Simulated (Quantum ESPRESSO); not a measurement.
# CdTe (F-43m) in Quantum ESPRESSO: a series of runs

One crystal, CdTe, is run at these levels: LDA; tasks: single point, equation of state.

Everything below comes from runs of Quantum ESPRESSO 7.5. Logs are shortened: lines on timing, memory, paths and dates and some standing lists are left out, and cuts for length are marked.

**Experimental background.**

From “Multiscale insight into the Cd1-xZnxTe vibrational-mechanical properties -- High-pressure experiments and ab initio calculations”, 2023, arxiv:2306.14539, for a powder of CdTe: bulk modulus 42 ± 2 GPa.

How close the calculation comes is told below.

**1. The crystal as given**

The structure is cubic, space group F-43m (No. 216). The conventional cell has a = 6.410 Å, b = 6.410 Å, c = 6.410 Å, α = 90.00°, β = 90.00°, γ = 90.00°. Te (site symmetry -43m) has 4 Cd at 2.78 Å as nearest neighbours. Around Cd (site symmetry -43m) lie 4 Te at 2.78 Å.

**2. Single point, LDA, 30.95 Å³/atom**

File pw.in:

```
&CONTROL
  calculation = 'scf'
  prefix = 'pwscf'
  outdir = './tmp'
  pseudo_dir = './pseudo'
  tstress = .true.
  disk_io = 'nowf'
/
&SYSTEM
  ibrav = 0
  nat = 2
  ntyp = 2
  ecutwfc = 45
  ecutrho = 360
  nbnd = 15
  occupations = 'smearing'
  smearing = 'fd'
  degauss = 0.00367493
/
&ELECTRONS
  conv_thr = 4d-10
  electron_maxstep = 120
  mixing_beta = 0.5
/
ATOMIC_SPECIES
Te   127.6000 te_lda_v1.uspp.F.UPF
Cd   112.4140 cd_lda_v1.uspp.F.UPF
CELL_PARAMETERS angstrom
   0.0000000000    3.1395734784    3.1395734784
   3.1395734784    0.0000000000    3.1395734784
   3.1395734784    3.1395734784    0.0000000000
ATOMIC_POSITIONS crystal
Te     0.7500000000    0.7500000000    0.7500000000
Cd     0.0000000000    0.0000000000    0.0000000000
K_POINTS automatic
7 7 7 0 0 0
```

Potentials or basis: GBRV 1.5 LDA.

Started as:

```
$ OMP_NUM_THREADS=1 mpirun -n 2 pw.x -nk 2 -in pw.in > pw.out
```

pw.out:

```text
This program is part of the open-source Quantum ESPRESSO suite
     for quantum simulation of materials; please cite
[... 13 lines left out ...]
     --------------------
     sticks:   dense  smooth     PW     G-vecs:    dense   smooth      PW
     Sum        1759     859    253                48119    16889    2741

     Using Slab Decomposition

     bravais-lattice index     =            0
     lattice parameter (alat)  =       8.3904  a.u.
     unit-cell volume          =     417.6751 (a.u.)^3
     number of atoms/cell      =            2
     number of atomic types    =            2
     number of electrons       =        18.00
     number of Kohn-Sham states=           15
     kinetic-energy cutoff     =      45.0000  Ry
     charge density cutoff     =     360.0000  Ry
     scf convergence threshold =      4.0E-10
     mixing beta               =       0.5000
     number of iterations used =            8  plain     mixing
     Exchange-correlation= SLA  PZ   NOGX NOGC
                           (   1   1   0   0   0   0   0)

     celldm(1)=   8.390436  celldm(2)=   0.000000  celldm(3)=   0.000000
     celldm(4)=   0.000000  celldm(5)=   0.000000  celldm(6)=   0.000000

     crystal axes: (cart. coord. in units of alat)
               a(1) = (   0.000000   0.707107   0.707107 )
               a(2) = (   0.707107   0.000000   0.707107 )
               a(3) = (   0.707107   0.707107   0.000000 )

     reciprocal axes: (cart. coord. in units 2 pi/alat)
               b(1) = ( -0.707107  0.707107  0.707107 )
               b(2) = (  0.707107 -0.707107  0.707107 )
               b(3) = (  0.707107  0.707107 -0.707107 )

     PseudoPot. # 1 for Te read from file:
     te_lda_v1.uspp.F.UPF
     Pseudo is Ultrasoft + core correction, Zval =  6.0
     Generated by new atomic code, or converted to UPF format
     Using radial grid of  891 points,  5 beta functions with:
                l(1) =   0
                l(2) =   0
                l(3) =   1
                l(4) =   1
                l(5) =   2
     Q(r) pseudized with  6 coefficients,  rinner =    1.800   1.800   1.800
                                                       1.800   1.800

     PseudoPot. # 2 for Cd read from file:
     cd_lda_v1.uspp.F.UPF
     Pseudo is Ultrasoft + core correction, Zval = 12.0
     Generated by new atomic code, or converted to UPF format
     Using radial grid of  889 points,  6 beta functions with:
                l(1) =   0
                l(2) =   0
                l(3) =   1
                l(4) =   1
                l(5) =   2
                l(6) =   2
     Q(r) pseudized with  6 coefficients,  rinner =    1.000   1.000   1.000
                                                       1.000   1.000

     atomic species   valence    mass     pseudopotential
     Te                6.00   127.60000     Te( 1.00)
     Cd               12.00   112.41400     Cd( 1.00)

     24 Sym. Ops. (no inversion) found

   Cartesian axes

     site n.     atom                  positions (alat units)
         1        Te     tau(   1) = (   1.0606602   1.0606602   1.0606602  )
         2        Cd     tau(   2) = (   0.0000000   0.0000000   0.0000000  )

     number of k points=    20  Fermi-Dirac smearing, width (Ry)=  0.0037
                       cart. coord. in units 2pi/alat
        k(    1) = (   0.0000000   0.0000000   0.0000000), wk =   0.0058309
        k(    2) = (   0.1010153   0.1010153  -0.1010153), wk =   0.0466472
        k(    3) = (   0.2020305   0.2020305  -0.2020305), wk =   0.0466472
        k(    4) = (   0.3030458   0.3030458  -0.3030458), wk =   0.0466472
        k(    5) = (   0.2020305  -0.0000000   0.0000000), wk =   0.0349854
        k(    6) = (   0.3030458   0.1010153  -0.1010153), wk =   0.1399417
[... 12 lines left out ...]
        k(   19) = (  -0.1010153  -0.5050763   0.7071068), wk =   0.1399417
        k(   20) = (   0.0000000  -0.4040610   0.6060915), wk =   0.1399417

     Dense  grid:    48119 G-vectors     FFT dimensions: (  54,  54,  54)

     Smooth grid:    16889 G-vectors     FFT dimensions: (  36,  36,  36)

     Initial potential from superposition of free atoms

     starting charge      17.4998, renormalised to      18.0000

     negative rho (up, down):  1.907E-02 0.000E+00
     Starting wfcs are   13 randomized atomic wfcs +    2 random wfcs

     Self-consistent Calculation

     iteration #  1     ecut=    45.00 Ry     beta= 0.50
     Davidson diagonalization with overlap
     ethr =  1.00E-02,  avg # of iterations =  6.1

     Threshold (ethr) on eigenvalues was too large:
     Diagonalizing with lowered threshold

     Davidson diagonalization with overlap
     ethr =  4.83E-04,  avg # of iterations =  1.9

     negative rho (up, down):  1.867E-02 0.000E+00

     total energy              =    -141.08380949 Ry
     estimated scf accuracy    <       0.08333696 Ry

     iteration #  2     ecut=    45.00 Ry     beta= 0.50
     Davidson diagonalization with overlap
     ethr =  4.63E-04,  avg # of iterations =  2.0

     negative rho (up, down):  1.904E-02 0.000E+00

     total energy              =    -141.10822324 Ry
     estimated scf accuracy    <       0.00673830 Ry

     iteration #  3     ecut=    45.00 Ry     beta= 0.50
     Davidson diagonalization with overlap
     ethr =  3.74E-05,  avg # of iterations =  3.6

     negative rho (up, down):  1.934E-02 0.000E+00

     total energy              =    -141.10897874 Ry
     estimated scf accuracy    <       0.00061384 Ry

     iteration #  4     ecut=    45.00 Ry     beta= 0.50
     Davidson diagonalization with overlap
     ethr =  3.41E-06,  avg # of iterations =  4.8

     negative rho (up, down):  1.938E-02 0.000E+00

     total energy              =    -141.10907002 Ry
     estimated scf accuracy    <       0.00004608 Ry

     iteration #  5     ecut=    45.00 Ry     beta= 0.50
     Davidson diagonalization with overlap
     ethr =  2.56E-07,  avg # of iterations =  4.2

     negative rho (up, down):  1.945E-02 0.000E+00

     total energy              =    -141.10910330 Ry
     estimated scf accuracy    <       0.00000077 Ry

     iteration #  6     ecut=    45.00 Ry     beta= 0.50
     Davidson diagonalization with overlap
     ethr =  4.28E-09,  avg # of iterations =  6.1

     negative rho (up, down):  1.946E-02 0.000E+00

     total energy              =    -141.10910461 Ry
     estimated scf accuracy    <       0.00000039 Ry

     iteration #  7     ecut=    45.00 Ry     beta= 0.50
     Davidson diagonalization with overlap
     ethr =  2.15E-09,  avg # of iterations =  2.0

     negative rho (up, down):  1.946E-02 0.000E+00

     total energy              =    -141.10910473 Ry
     estimated scf accuracy    <       0.00000004 Ry

     iteration #  8     ecut=    45.00 Ry     beta= 0.50
     Davidson diagonalization with overlap
     ethr =  2.06E-10,  avg # of iterations =  3.2

     negative rho (up, down):  1.946E-02 0.000E+00

     total energy              =    -141.10910475 Ry
     estimated scf accuracy    <          2.8E-09 Ry

     iteration #  9     ecut=    45.00 Ry     beta= 0.50
     Davidson diagonalization with overlap
     ethr =  1.57E-11,  avg # of iterations =  4.5

     negative rho (up, down):  1.946E-02 0.000E+00

     End of self-consistent calculation

          k = 0.0000 0.0000 0.0000 (  2109 PWs)   bands (ev):

    -5.8548  -2.5821  -2.5821  -2.5821  -2.2395  -2.2395   6.0388   6.0388
     6.0388   6.8253  10.4211  10.4211  10.4211  13.6349  15.6955

          k = 0.1010 0.1010-0.1010 (  2118 PWs)   bands (ev):

    -5.7597  -2.5631  -2.5631  -2.5190  -2.2405  -2.2405   4.4201   5.8182
     5.8182   7.8217  10.5286  10.7384  10.7384  14.5455  14.7130

          k = 0.2020 0.2020-0.2020 (  2127 PWs)   bands (ev):

    -5.5421  -2.5252  -2.5252  -2.2855  -2.2365  -2.2365   2.5135   5.4053
     5.4053   7.9250  11.1122  11.1122  11.8216  14.2091  14.7397

          k = 0.3030 0.3030-0.3030 (  2123 PWs)   bands (ev):

    -5.3670  -2.5017  -2.5017  -2.2249  -2.2249  -1.9055   1.1507   5.1260
     5.1260   7.7535  11.0897  11.0897  12.9613  14.5781  16.1287

          k = 0.2020-0.0000 0.0000 (  2125 PWs)   bands (ev):

    -5.7281  -2.5444  -2.5444  -2.5237  -2.2510  -2.2300   4.4418   5.4463
     5.4463   8.4197   9.6097  11.2795  11.2795  13.4293  15.1549

          k = 0.3030 0.1010-0.1010 (  2127 PWs)   bands (ev):

    -5.5516  -2.5172  -2.5030  -2.3718  -2.2347  -2.2217   3.0093   4.9790
     4.9938   8.8207   9.8402  11.6018  11.8948  13.6508  15.7710

          k = 0.4041 0.2020-0.2020 (  2123 PWs)   bands (ev):

    -5.3634  -2.4925  -2.4750  -2.2696  -2.2163  -1.9616   1.5664   4.4441
     4.7724   8.6689  10.5377  11.8528  12.1796  14.8240  15.8995

          k =-0.2020-0.4041 0.4041 (  2128 PWs)   bands (ev):

    -5.3063  -2.4841  -2.4745  -2.2407  -2.2271  -1.7723   1.0765   4.1266
     4.8894   8.6285  10.6526  11.5827  13.3013  14.9768  15.8680

          k =-0.1010-0.3030 0.3030 (  2134 PWs)   bands (ev):

    -5.4209  -2.5002  -2.4926  -2.2475  -2.2473  -2.0800   1.9939   4.1966
     5.2871   8.7438  10.9278  11.3552  11.9197  14.2078  15.3358

          k =-0.0000-0.2020 0.2020 (  2119 PWs)   bands (ev):

    -5.6236  -2.5412  -2.5240  -2.4115  -2.2510  -2.2254   3.4281   4.8198
     5.7287   8.5757  10.4473  10.9185  11.4361  13.8434  14.8729

          k = 0.4041-0.0000 0.0000 (  2121 PWs)   bands (ev):

    -5.4409  -2.4527  -2.4527  -2.3911  -2.2086  -2.1708   2.6884   4.4779
     4.4779   8.6319   9.2126  13.0426  13.0769  13.0769  16.3711

          k = 0.5051 0.1010-0.1010 (  2128 PWs)   bands (ev):

    -5.2957  -2.4402  -2.4157  -2.3417  -2.2031  -1.9134   1.7829   3.8200
     4.2129   8.6947   9.5311  12.5705  13.4652  15.2200  17.0777

          k =-0.1010-0.5051 0.5051 (  2140 PWs)   bands (ev):

    -5.2270  -2.4500  -2.4143  -2.2905  -2.2182  -1.6417   1.2540   3.1414
     4.3308   8.8136  10.8488  12.6635  13.0156  14.6368  16.0694

          k = 0.0000-0.4041 0.4041 (  2141 PWs)   bands (ev):

    -5.2816  -2.4651  -2.4490  -2.2561  -2.2420  -1.7792   1.5361   3.1235
     4.7765   9.1147  11.2013  12.2782  12.3012  14.5296  14.8402

          k = 0.6061-0.0000 0.0000 (  2124 PWs)   bands (ev):

    -5.2156  -2.3959  -2.3709  -2.3709  -2.1913  -1.7611   1.3695   3.8658
     3.8658   8.2527   8.6328  14.7603  15.0892  15.0892  16.9692

          k =-0.0000-0.6061 0.6061 (  2133 PWs)   bands (ev):

    -5.1861  -2.4147  -2.3699  -2.3394  -2.1987  -1.6135   1.1826   3.3536
     3.9122   8.4577   9.2731  14.2121  14.6373  15.1941  16.8489

          k = 0.4041 0.2020 0.0000 (  2128 PWs)   bands (ev):

    -5.3907  -2.4783  -2.4645  -2.3095  -2.2193  -2.0625   2.1994   3.8926
     4.7796   9.4766   9.8551  11.2212  12.8999  14.1103  16.7868

          k =-0.2020-0.4041 0.6061 (  2127 PWs)   bands (ev):

    -5.2645  -2.4589  -2.4406  -2.2750  -2.2250  -1.7368   1.3663   3.4124
     4.3861   9.5467  10.4047  11.6171  13.3597  14.4639  16.3257

          k =-0.1010-0.5051 0.7071 (  2144 PWs)   bands (ev):

    -5.2106  -2.4166  -2.4070  -2.3175  -2.2091  -1.6619   1.3480   3.4306
     3.7389   9.3149   9.5248  12.4201  14.2250  15.3573  17.2082

          k = 0.0000-0.4041 0.6061 (  2145 PWs)   bands (ev):

    -5.1979  -2.4320  -2.4091  -2.2821  -2.2306  -1.5626   1.2715   3.0154
     3.8238   9.6404  10.8506  11.9576  12.6943  15.2567  16.5379

     the Fermi energy is     6.4613 ev

!    total energy              =    -141.10910475 Ry
     estimated scf accuracy    <          1.0E-10 Ry
     smearing contrib. (-TS)   =      -0.00000027 Ry
     internal energy E=F+TS    =    -141.10910448 Ry

     The total energy is F=E-TS. E is the sum of the following terms:
     one-electron contribution =     -42.70821002 Ry
     hartree contribution      =      34.36215477 Ry
     xc contribution           =     -53.48069505 Ry
     ewald contribution        =     -79.28235418 Ry

     convergence has been achieved in   9 iterations

     Computing stress (Cartesian axis) and pressure

     negative rho (up, down):  1.946E-02 0.000E+00
          total   stress  (Ry/bohr**3)                   (kbar)     P=       37.75
   0.00025663   0.00000000  -0.00000000           37.75        0.00       -0.00
  -0.00000000   0.00025663  -0.00000000           -0.00       37.75       -0.00
  -0.00000000  -0.00000000   0.00025663           -0.00       -0.00       37.75

=------------------------------------------------------------------------------=
   JOB DONE.
=------------------------------------------------------------------------------=
```

Run time: 9 s. Hardware: 2 MPI ranks of Arm Neoverse V2, shared host; peak memory 0.28 GiB.

Results:

```yaml
Free_energy: -1919.8872 eV
Pressure: 3.8 GPa
Band_gap_on_the_k_mesh: 0.79 eV, direct
```

Caveat: spin-orbit coupling is left out, which moves the levels of the heavy elements.

**3. Single point, LDA, 31.60 Å³/atom**

Changes to pw.in since step 2:

```diff
@@ -28,5 +28,5 @@
 CELL_PARAMETERS angstrom
-   0.0000000000    3.1395734784    3.1395734784
-   3.1395734784    0.0000000000    3.1395734784
-   3.1395734784    3.1395734784    0.0000000000
+   0.0000000000    3.1616838793    3.1616838793
+   3.1616838793    0.0000000000    3.1616838793
+   3.1616838793    3.1616838793    0.0000000000
 ATOMIC_POSITIONS crystal
```

Potentials or basis: GBRV 1.5 LDA.

Started as:

```
$ OMP_NUM_THREADS=1 mpirun -n 2 pw.x -nk 2 -in pw.in > pw.out
```

Wall time 10 s (2 MPI ranks of Arm Neoverse V2, shared host); peak memory 0.28 GiB.

It converged, with:

| Item | Value |
| --- | --- |
| Free energy | -1919.9130 eV |
| Pressure | 2.5 GPa |
| Band gap on the k mesh | 0.72 eV, direct |

Caveat: spin-orbit coupling is left out, which moves the levels of the heavy elements.

**4. Single point, LDA, 32.26 Å³/atom**

Changes to pw.in since step 3:

```diff
@@ -28,5 +28,5 @@
 CELL_PARAMETERS angstrom
-   0.0000000000    3.1616838793    3.1616838793
-   3.1616838793    0.0000000000    3.1616838793
-   3.1616838793    3.1616838793    0.0000000000
+   0.0000000000    3.1834892848    3.1834892848
+   3.1834892848    0.0000000000    3.1834892848
+   3.1834892848    3.1834892848    0.0000000000
 ATOMIC_POSITIONS crystal
```

Started as:

```
$ OMP_NUM_THREADS=1 mpirun -n 2 pw.x -nk 2 -in pw.in > pw.out
```

Wall time 10 s (2 MPI ranks of Arm Neoverse V2, shared host); peak memory 0.28 GiB.

The run converged. Its results:

| Property | Result |
| --- | --- |
| Free energy | -1919.9287 eV |
| Pressure | 1.3 GPa |
| Band gap on the k mesh | 0.66 eV, direct |

Caveat: spin-orbit coupling is left out, which moves the levels of the heavy elements.

**5. Single point, LDA, 32.92 Å³/atom**

Changes to pw.in since step 4:

```diff
@@ -28,5 +28,5 @@
 CELL_PARAMETERS angstrom
-   0.0000000000    3.1834892848    3.1834892848
-   3.1834892848    0.0000000000    3.1834892848
-   3.1834892848    3.1834892848    0.0000000000
+   0.0000000000    3.2050000000    3.2050000000
+   3.2050000000    0.0000000000    3.2050000000
+   3.2050000000    3.2050000000    0.0000000000
 ATOMIC_POSITIONS crystal
```

Started as:

```
$ OMP_NUM_THREADS=1 mpirun -n 2 pw.x -nk 2 -in pw.in > pw.out
```

Run time: 9.3 s. Hardware: 2 MPI ranks of Arm Neoverse V2, shared host; peak memory 0.28 GiB.

The run converged. Its results:

| Quantity | Value |
| --- | --- |
| Free energy | -1919.9356 eV |
| Pressure | 0.3 GPa |
| Band gap on the k mesh | 0.60 eV, direct |

Caveat: spin-orbit coupling is left out, which moves the levels of the heavy elements.

**6. Single point, LDA, 33.58 Å³/atom**

Changes to pw.in since step 5:

```diff
@@ -28,5 +28,5 @@
 CELL_PARAMETERS angstrom
-   0.0000000000    3.2050000000    3.2050000000
-   3.2050000000    0.0000000000    3.2050000000
-   3.2050000000    3.2050000000    0.0000000000
+   0.0000000000    3.2262257841    3.2262257841
+   3.2262257841    0.0000000000    3.2262257841
+   3.2262257841    3.2262257841    0.0000000000
 ATOMIC_POSITIONS crystal
```

Potentials or basis: GBRV 1.5 LDA.

Started as:

```
$ OMP_NUM_THREADS=1 mpirun -n 2 pw.x -nk 2 -in pw.in > pw.out
```

Run time: 11 s. Hardware: 2 MPI ranks of Arm Neoverse V2, shared host; peak memory 0.3 GiB.

It converged, with:

```
Free energy            : -1919.9346 eV
Pressure               : -0.6 GPa
Band gap on the k mesh : 0.54 eV, direct
```

Caveat: spin-orbit coupling is left out, which moves the levels of the heavy elements.

**7. Single point, LDA, 34.24 Å³/atom**

Changes to pw.in since step 6:

```diff
@@ -28,5 +28,5 @@
 CELL_PARAMETERS angstrom
-   0.0000000000    3.2262257841    3.2262257841
-   3.2262257841    0.0000000000    3.2262257841
-   3.2262257841    3.2262257841    0.0000000000
+   0.0000000000    3.2471758892    3.2471758892
+   3.2471758892    0.0000000000    3.2471758892
+   3.2471758892    3.2471758892    0.0000000000
 ATOMIC_POSITIONS crystal
```

Started as:

```
$ OMP_NUM_THREADS=1 mpirun -n 2 pw.x -nk 2 -in pw.in > pw.out
```

Run time: 11 s. Hardware: 2 MPI ranks of Arm Neoverse V2, shared host; peak memory 0.3 GiB.

Results (log left out):

```
Free energy            : -1919.9265 eV
Pressure               : -1.4 GPa
Band gap on the k mesh : 0.48 eV, direct
```

Caveat: spin-orbit coupling is left out, which moves the levels of the heavy elements.

**8. Single point, LDA, 34.90 Å³/atom**

Changes to pw.in since step 7:

```diff
@@ -28,5 +28,5 @@
 CELL_PARAMETERS angstrom
-   0.0000000000    3.2471758892    3.2471758892
-   3.2471758892    0.0000000000    3.2471758892
-   3.2471758892    3.2471758892    0.0000000000
+   0.0000000000    3.2678590959    3.2678590959
+   3.2678590959    0.0000000000    3.2678590959
+   3.2678590959    3.2678590959    0.0000000000
 ATOMIC_POSITIONS crystal
```

Started as:

```
$ OMP_NUM_THREADS=1 mpirun -n 2 pw.x -nk 2 -in pw.in > pw.out
```

Run time: 11 s. Hardware: 2 MPI ranks of Arm Neoverse V2, shared host; peak memory 0.3 GiB.

The run converged. Its results:

```yaml
Free_energy: -1919.9121 eV
Pressure: -2.1 GPa
Band_gap_on_the_k_mesh: 0.43 eV, direct
```

Caveat: spin-orbit coupling is left out, which moves the levels of the heavy elements.

**9. Equation of state, LDA**

Potentials or basis: GBRV 1.5 LDA.

This step only gathers the single runs of the series.

Results:

- Equilibrium volume: 33.16 Å³/atom
- Bulk modulus: 47 GPa
- Pressure derivative of the bulk modulus: 4.7

Energy against volume, from the lowest point:
```tsv
volume (Å³/atom)	energy (meV/atom)
30.947	24.22
31.605	11.33
32.263	3.46
32.922	0.00
33.580	0.52
34.239	4.55
34.897	11.76
```

**10. How close it comes**

Step 9. Against the measured bulk modulus of CdTe, 42 GPa (powder; quoted in “Multiscale insight into the Cd1-xZnxTe vibrational-mechanical properties -- High-pressure experiments and ab initio calculations”, 2023, arxiv:2306.14539), the calculated 47 GPa is off by +10.8 %. The fit is for a static lattice scaled at fixed shape and fixed fractional positions.
